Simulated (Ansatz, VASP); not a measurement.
One calculation of Ge, two programs

```xyz
1
Lattice="1.4064 -2.6177 0.0000 1.4064 2.6177 0.0000 0.0000 0.0000 2.7161" Properties=species:S:1:pos:R:3 pbc="T T T"
Ge    1.4064    0.0000    0.0000
```

Change from the starting cell: volume scaled by 1.02.

Alike in both runs: task single point; functional PBE; k mesh 11 × 11 × 10; occupations fermi-dirac, width 0.05 eV; no spin polarisation.

|  | VASP | Ansatz |
| --- | --- | --- |
| version | VASP 6.6.1 | Ansatz 0.2.0 |
| potentials or method | VASP PAW PBE potentials, release 64 (Ge_d) | Ansatz PAW |
| plane-wave cutoff (eV) | 520 | 420 |
| valence electrons in the cell | 14 | 14 |

Ansatz gave:

- gap on the k mesh at the Fermi level (eV): none
- pressure (GPa): -1.8
- largest component of the traceless stress (GPa): 1.82

Which values does VASP return?

gap on the k mesh at the Fermi level (eV): none; pressure (GPa): -1.8; largest component of the traceless stress (GPa): 1.83.

A gap of «none» marks a metal or a gap that the smearing closes. With one functional, cell and mesh, what is left measures potentials, basis and numerics.
